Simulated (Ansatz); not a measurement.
Crystal: Li.

```
Li
1.0
    -1.75465    1.75465    1.75465
     1.75465   -1.75465    1.75465
     1.75465    1.75465   -1.75465
Li
1
Direct
  0.00000 0.00000 0.00000
```

```yaml
Program: Ansatz 0.2.0
Task: relaxation of cell and atoms
Functional: RPBE
Dispersion: D3(BJ)
Potentials_or_basis: all-electron LAPW, scalar-relativistic
Basis_error_allowed: 0.001 eV/atom
k_mesh: 11 × 11 × 11
Occupations: fermi-dirac, width 0.05 eV
Spin: no spin polarisation
```

At the start: volume 21.61 Å³/atom.

Question: Where does the relaxation end?

Answer: Over 7 steps the energy falls by 376.8 meV/atom and the volume is 11.94 Å³/atom (-44.8 %); space group Im-3m (No. 229, to 0.05 Å).

Step by step:
```tsv
step	energy change (eV)	largest force (eV/Å)	volume (Å³)
1	0.0000	0.0000	21.61
2	-0.1492	0.0000	18.60
3	-0.2751	0.0000	15.88
4	-0.3579	0.0000	13.45
5	-0.3765	0.0000	11.79
6	-0.3767	0.0000	11.94
7	-0.3768	0.0000	11.94
```

Final structure:
```
CELL_PARAMETERS angstrom
-1.43972 1.43972 1.43972
1.43972 -1.43972 1.43972
1.43972 1.43972 -1.43972
ATOMIC_POSITIONS crystal
Li 0.00000 0.00000 0.00000
```

The cell as given is a measured one (21.61 Å³/atom); RPBE+D3(BJ) puts the equilibrium volume -44.8 % from it, thermal expansion not counted.

Caveat: the volume moved by over 15 % at a fixed basis, so the end points are rough; the volume moved by -45 % from the deposited cell, more than functionals usually miss; pairwise dispersion overbinds metals, which lowers pressure and volume.
